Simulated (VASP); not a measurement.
# Te (P3_121) in VASP: notebook, part 2 of 2

VASP 6.6.1.

### Step 3. Relaxation of shape and atoms at fixed volume, PBEsol (a relaxed cell with its volume scaled by 1.06)

Input file INCAR:

```
SYSTEM = Te
ALGO     = Normal         ! electronic algorithm
EDIFF    = 1E-7           ! SCF threshold, eV
EDIFFG   = -0.01          ! ionic threshold
ENCUT    = 600            ! plane-wave cutoff, eV
GGA      = PS             ! functional
IBRION   = 2              ! ionic algorithm
ISIF     = 4              ! what is computed and relaxed
ISMEAR   = 0              ! smearing method
LASPH    = .True.         ! aspherical terms in the spheres
LCHARG   = .False.        ! write CHGCAR
LREAL    = .False.        ! projectors in reciprocal space
LWAVE    = .False.        ! write WAVECAR
NELM     = 80             ! most SCF steps
NSW      = 40             ! ionic steps
PREC     = Accurate       ! precision mode
SIGMA    = 0.03           ! smearing width, eV
```

Input file KPOINTS:

```
k-points
0
Gamma
  9 9 6
  0 0 0
```

Input file POSCAR:

```
Te                                      
1.0
    4.3994995515      0.0000000000     -0.0000000000
   -2.1997497757      3.8100783756      0.0000000000
    0.0000000000      0.0000000000      6.0792550975
  Te            
     3
Direct
     0.2845285603111652    0.0000000000000000    0.3333333332999970
     0.0000000000000000    0.2845285603111652    0.6666666667000030
     0.7154714396888349    0.7154714396888349    1.0000000000000000
```

Potentials or basis: VASP PAW PBE potentials, release 64 (Te).

Launch:

```sh
$ cat potpaw_PBE.64/Te/POTCAR > POTCAR
$ mpirun -np 1 vasp_std > vasp.out
```

OUTCAR:

```text
SYSTEM = Te
   EDIFF = 1E-7
   EDIFFG = -0.01
   ENCUT = 600
   GGA = PS
   IBRION = 2
   ISIF = 4
   ISMEAR = 0
   LASPH = .True.
   LREAL = .False.
   NELM = 80
   NSW = 40
   PREC = Accurate

 ion  position               nearest neighbor table
   1  0.285  0.000  0.333-   3 2.97   2 2.97   3 3.41   3 3.41   2 3.41   2 3.41
   2  0.000  0.285  0.667-   3 2.97   1 2.97   3 3.41   3 3.41   1 3.41   1 3.41
   3  0.715  0.715  0.000-   1 2.97   2 2.97   1 3.41   2 3.41   2 3.41   1 3.41

  LATTYP: Found a hexagonal cell.
 ALAT       =     4.3994995515
 C/A-ratio  =     1.3818060501

  Lattice vectors:

 A1 = (   4.3994995515,   0.0000000000,   0.0000000000)
 A2 = (  -2.1997497757,   3.8100783756,   0.0000000000)
 A3 = (   0.0000000000,   0.0000000000,   6.0792550975)

Analysis of symmetry for initial positions (statically):
=====================================================================
 Subroutine PRICEL returns:
 Original cell was already a primitive cell.

 Routine SETGRP: Setting up the symmetry group for a
 hexagonal supercell.

 Subroutine GETGRP returns: Found  6 space group operations
 (whereof  2 operations were pure point group operations)
 out of a pool of 24 trial point group operations.

The static configuration has the point symmetry C_2 .
 The point group associated with its full space group is D_3 .

Analysis of symmetry for dynamics (positions and initial velocities):
=====================================================================
 Subroutine PRICEL returns:
 Original cell was already a primitive cell.

 Routine SETGRP: Setting up the symmetry group for a
 hexagonal supercell.

 Subroutine GETGRP returns: Found  6 space group operations
 (whereof  2 operations were pure point group operations)
 out of a pool of 24 trial point group operations.

The dynamic configuration has the point symmetry C_2 .
 The point group associated with its full space group is D_3 .

 Subroutine INISYM returns: Found  6 space group operations
 (whereof  2 operations are pure point group operations),
 and found     1 'primitive' translations

[... 143 lines left out ...]
  ---------------------------------------------------
  free energy    TOTEN  =       -10.52657981 eV

  energy without entropy =      -10.52639006  energy(sigma->0) =      -10.52648494

------------------------ aborting loop because EDIFF is reached ----------------------------------------

  FORCE on cell =-STRESS in cart. coord.  units (eV):
  Direction    XX          YY          ZZ          XY          YZ          ZX
  --------------------------------------------------------------------------------------
  -------------------------------------------------------------------------------------
  Total       -1.5540397     -1.5540397     -2.2657477     -0.0000000      0.0000000      0.0000000
  in kB      -24.4334695    -24.4334695    -35.6233349     -0.0000000      0.0000000      0.0000000
  external PRESSURE =     -28.1634246 kB  Pullay stress =       0.0000000 kB
[... 209 lines left out ...]
--------------------------------------- Ionic step        7  -------------------------------------------

 number of electron      18.0000000 magnetization

 Free energy of the ion-electron system (eV)
  ---------------------------------------------------
  ext. energy  EPLUGINS =         0.00000000
  ---------------------------------------------------
  free energy    TOTEN  =       -10.55008189 eV

  energy without entropy =      -10.55007792  energy(sigma->0) =      -10.55007990

 E-fermi :   5.8788     XC(G=0):  -9.2312

 val. band max:        5.8172257406   @ k =   0.3333   0.3333   0.5000
 cond. band min:       5.9356901816   @ k =   0.3333   0.3333   0.5000
 fundamental gap:      0.1184644410
 Fermi energy:         5.8788366302

 k-point     1 :       0.0000    0.0000    0.0000
  band No.  band energies     occupation
      1      -7.7760      2.00000
      2      -4.5165      2.00000
      3      -4.5165      2.00000
      4       2.8003      2.00000
      5       3.1073      2.00000
      6       3.1073      2.00000
      7       4.1175      2.00000
      8       4.1175      2.00000
      9       4.8959      2.00000
     10       6.7870      0.00000
     11       6.7870      0.00000
     12       7.3681      0.00000
     13      10.7136      0.00000
[... 354 lines left out ...]
  band No.  band energies     occupation
      1      -7.1215      2.00000
      2      -5.3046      2.00000
      3      -3.9444      2.00000
      4       0.9834      2.00000
      5       1.5713      2.00000
      6       2.4866      2.00000
      7       3.8927      2.00000
      8       4.6685      2.00000
      9       5.2268      2.00000
     10       6.5962      0.00000
     11       7.1335      0.00000
     12       7.5662      0.00000
     13       9.4259      0.00000

 [... further k-points ...]

------------------------ aborting loop because EDIFF is reached ----------------------------------------

  FORCE on cell =-STRESS in cart. coord.  units (eV):
  Direction    XX          YY          ZZ          XY          YZ          ZX
  --------------------------------------------------------------------------------------
  -------------------------------------------------------------------------------------
  Total       -0.9444506     -0.9444506     -0.9010745     -0.0000000     -0.0000000      0.0000000
  in kB      -14.8491726    -14.8491726    -14.1671908     -0.0000000     -0.0000000      0.0000000
  external PRESSURE =     -14.6218453 kB  Pullay stress =       0.0000000 kB
[... 18 lines left out ...]
  FREE ENERGIE OF THE ION-ELECTRON SYSTEM (eV)
  ---------------------------------------------------
  free  energy   TOTEN  =       -10.5500818873 eV

  energy  without entropy=      -10.5500779155  energy(sigma->0) =      -10.55007990

 reached required accuracy - stopping structural energy minimisation
```

CONTCAR:

```text
Te
   1.00000000000000
     4.4502553662830442   -0.0000000000091520    0.0000000000000000
    -2.2251276830988709    3.8540342005772974    0.0000000000000000
     0.0000000000000000    0.0000000000000000    5.9413762800350352
  Te
     3
Direct
     0.2734979979979884    0.9999999999999952    0.3333333332999970
     0.9999999999999923    0.2734979979979827    0.6666666667000030
     0.7265020020020193    0.7265020020020221    1.0000000000000000

  0.00000000E+00  0.00000000E+00  0.00000000E+00
  0.00000000E+00  0.00000000E+00  0.00000000E+00
  0.00000000E+00  0.00000000E+00  0.00000000E+00
```

Run time: 5.4 min. Hardware: 1 thread of Intel Xeon Platinum 8259CL at 2.50GHz (Skylake/Cascade Lake), shared host; peak memory 0.29 GiB.

Results:

```
Free energy                  : -10.5501 eV
Energy gained by relaxing    : 7.8 meV/atom
Ionic steps                  : 7
Pressure after relaxing      : -1.5 GPa
Largest force after relaxing : 0.007 eV/Å
Band gap on the k mesh       : 0.12 eV, direct
```

Forces in eV/Å, atoms in the order of the input:
```
Te   0.007  0.000  0.000
Te  -0.004  0.006  0.000
Te  -0.004 -0.006  0.000
```

The path:
| step | energy change (eV) | largest force (eV/Å) | pressure (GPa) |
| --- | --- | --- | --- |
| 1 | 0.0000 | 0.2021 | -2.82 |
| 2 | -0.0100 | 0.1682 | -2.52 |
| 3 | -0.0217 | 0.0702 | -1.76 |
| 4 | -0.0220 | 0.0481 | -1.60 |
| 5 | -0.0229 | 0.0268 | -1.55 |
| 6 | -0.0235 | 0.0002 | -1.48 |
| 7 | -0.0235 | 0.0073 | -1.46 |

Final structure:
```
Te
1.0
     4.45026    0.00000    0.00000
    -2.22513    3.85403    0.00000
     0.00000    0.00000    5.94138
Te
3
Direct
  0.27350 0.00000 0.33333
  0.00000 0.27350 0.66667
  0.72650 0.72650 0.00000
```

Caveat: the PAW data sets were made with another functional, which shifts forces and pressure a little; spin-orbit coupling is left out, which moves the levels of the heavy elements; an odd mesh through Γ misses points on the zone boundary, where band edges often lie.

### Step 4. Relaxation of cell and atoms, PBE

Input file INCAR:

```
SYSTEM = Te
PREC     = Accurate       ! precision mode
ENCUT    = 300            ! plane-wave cutoff, eV
EDIFF    = 1E-6           ! SCF threshold, eV
ISMEAR   = 0              ! smearing method
SIGMA    = 0.03           ! smearing width, eV
LREAL    = .FALSE.        ! projectors in reciprocal space
LASPH    = .TRUE.         ! aspherical terms in the spheres
NELM     = 80             ! most SCF steps
ALGO     = Normal         ! electronic algorithm
ISIF     = 3              ! what is computed and relaxed
LWAVE    = .FALSE.        ! write WAVECAR
LCHARG   = .FALSE.        ! write CHGCAR
GGA      = PE             ! functional
IBRION   = 2              ! ionic algorithm
NSW      = 90             ! ionic steps
EDIFFG   = -0.01          ! ionic threshold
```

Input file KPOINTS:

```
Automatic mesh
0
G
  5 5 3
  0 0 0
```

Input file POSCAR:

```
Te
1.0
    4.4540000000      0.0000000000      0.0000000000
   -2.2270000000      3.8572771485      0.0000000000
    0.0000000000      0.0000000000      5.9240000000
Te
3
Direct
    0.2690000000      0.0000000000      0.3333333333
    0.0000000000      0.2690000000      0.6666666667
    0.7310000000      0.7310000000      0.0000000000
```

Launch:

```sh
$ cat potpaw_PBE.64/Te/POTCAR > POTCAR
$ mpirun -np 1 vasp_std > vasp.out
```

Wall time 82 s (1 thread of Intel Xeon Platinum 8375C at 2.90GHz (Ice Lake), shared host); peak memory 0.16 GiB.

Results (log left out):

```yaml
Free_energy: -9.4277 eV
Relaxed_volume: 35.09 Å³/atom
Relaxed_cell: a = 4.525 Å, b = 4.525 Å, c = 5.937 Å, α = 90.00°, β = 90.00°, γ = 120.00°
Space_group_after_relaxing_to_0.05_Å: P3_121 (No. 152)
Energy_gained_by_relaxing: 5.0 meV/atom
Ionic_steps: 10
Pressure_after_relaxing: 0.0 GPa
Largest_force_after_relaxing: 0.010 eV/Å
Band_gap_on_the_k_mesh: 0.86 eV, indirect (least direct gap 1.21 eV)
```

Forces on the atoms (eV/Å):
```
Te  -0.010  0.000  0.000
Te   0.005 -0.009  0.000
Te   0.005  0.009  0.000
```

Step by step:
| step | energy change (eV) | largest force (eV/Å) | pressure (GPa) | volume (Å³) |
| --- | --- | --- | --- | --- |
| 1 | 0.0000 | 0.1731 | 1.48 | 101.78 |
| 2 | -0.0082 | 0.1000 | -0.84 | 106.46 |
| 3 | -0.0139 | 0.0016 | 0.01 | 104.58 |
| 4 | -0.0143 | 0.0016 | 0.02 | 104.66 |
| 5 | -0.0150 | 0.0114 | 0.01 | 104.92 |
| 6 | -0.0150 | 0.0128 | 0.02 | 104.96 |
| 7 | -0.0150 | 0.0130 | 0.02 | 104.96 |
| 8 | -0.0150 | 0.0133 | -0.01 | 105.08 |
| 9 | -0.0150 | 0.0137 | -0.04 | 105.27 |
| 10 | -0.0151 | 0.0098 | -0.03 | 105.27 |

Final structure:
```xyz
3
Lattice="4.5248 0.0000 0.0000 -2.2624 3.9186 0.0000 0.0000 0.0000 5.9370" Properties=species:S:1:pos:R:3 pbc="T T T"
Te    1.2199    0.0000    1.9790
Te   -0.6099    1.0564    3.9580
Te    1.6525    2.8621    0.0000
```

Levels at points of the mesh, in eV from the valence-band top:
| k point | band 7 | band 8 | band 9 | band 10 | band 11 | band 12 |
| --- | --- | --- | --- | --- | --- | --- |
| (0.00, 0.00, 0.00) | -1.27 | -1.27 | -0.47 | 1.35 | 1.35 | 1.88 |

Caveat: spin-orbit coupling is left out, which moves the levels of the heavy elements; an odd mesh through Γ misses points on the zone boundary, where band edges often lie.

### Step 5. Relaxation of cell and atoms, PBE

This run uses another cell than the first one, of 35.09 Å³/atom, 1.034 times its volume.

INCAR, as its differences from that of step 4:

```diff
@@ -3,3 +3,3 @@
 ENCUT    = 300            ! plane-wave cutoff, eV
-EDIFF    = 1E-6           ! SCF threshold, eV
+EDIFF    = 1E-7           ! SCF threshold, eV
 ISMEAR   = 0              ! smearing method
@@ -16,2 +16,2 @@
 NSW      = 90             ! ionic steps
-EDIFFG   = -0.01          ! ionic threshold
+EDIFFG   = -0.005         ! ionic threshold
```

KPOINTS is that of step 4.

Input file POSCAR:

```
Te                                      
1.0
    4.5247668913      0.0000000000     -0.0000000000
   -2.2623834456      3.9185630741      0.0000000000
    0.0000000000     -0.0000000000      5.9369555704
  Te            
     3
Direct
     0.2695947224319323    0.0000000000000000    0.3333333332999970
     0.0000000000000001    0.2695947224319324    0.6666666667000030
     0.7304052775680677    0.7304052775680676    0.0000000000000000
```

Launch:

```sh
$ cat potpaw_PBE.64/Te/POTCAR > POTCAR
$ mpirun -np 1 vasp_std > vasp.out
```

It took 34 s on 1 thread of Intel Xeon Platinum 8375C at 2.90GHz (Ice Lake), shared host; peak memory 0.15 GiB.

Results (log left out):

- Free energy: -9.4280 eV
- Relaxed volume: 35.06 Å³/atom
- Relaxed cell: a = 4.524 Å, b = 4.524 Å, c = 5.935 Å, α = 90.00°, β = 90.00°, γ = 120.00°
- Space group after relaxing (to 0.05 Å): P3_121 (No. 152)
- Energy gained by relaxing: 0.0 meV/atom
- Ionic steps: 3
- Pressure after relaxing: 0.0 GPa
- Largest force after relaxing: 0.004 eV/Å
- Band gap on the k mesh: 0.86 eV, indirect (least direct gap 1.22 eV)

Forces in eV/Å, atoms in the order of the input:
```
Te  -0.004  0.000  0.000
Te   0.002 -0.003  0.000
Te   0.002  0.003  0.000
```

Final structure:
```
CELL_PARAMETERS angstrom
4.52367 0.00000 0.00000
-2.26183 3.91761 0.00000
0.00000 0.00000 5.93509
ATOMIC_POSITIONS crystal
Te 0.26951 0.00000 0.33333
Te 0.00000 0.26951 0.66667
Te 0.73049 0.73049 0.00000
```

Levels at points of the mesh, in eV from the valence-band top:
| k point | band 5 | band 6 | band 7 | band 8 | band 9 | band 10 | band 11 | band 12 | band 13 |
| --- | --- | --- | --- | --- | --- | --- | --- | --- | --- |
| (0.00, 0.00, 0.00) | -2.36 | -2.36 | -1.27 | -1.27 | -0.47 | 1.36 | 1.36 | 1.88 | 5.41 |

Caveat: spin-orbit coupling is left out, which moves the levels of the heavy elements; an odd mesh through Γ misses points on the zone boundary, where band edges often lie.

### Step 6. Overview

```csv
task,level,cell,k mesh,cutoff (eV),gap on the mesh (eV),pressure (GPa)
relaxation of shape and atoms at fixed volume,PBEsol,atoms relaxed at fixed volume from: a relaxed cell with its volume scaled by 1.04,9 × 9 × 6,600,0.07,-1.1
relaxation of shape and atoms at fixed volume,PBEsol,atoms relaxed at fixed volume from: a relaxed cell with its volume scaled by 1.06,9 × 9 × 6,600,0.12,-1.5
relaxation of cell and atoms,PBE,relaxed,5 × 5 × 3,300,0.86,0.0
```

Alike in all rows: potentials or basis VASP PAW PBE potentials, release 64 (Te); no spin polarisation; smearing gaussian 0.03 eV.

Caveats: spin-orbit coupling is left out, which moves the levels of the heavy elements; an odd mesh through Γ misses points on the zone boundary, where band edges often lie; the PAW data sets were made with another functional, which shifts forces and pressure a little (some runs).

Total energies depend on the potentials used, so only differences within one code and one set of settings carry meaning.
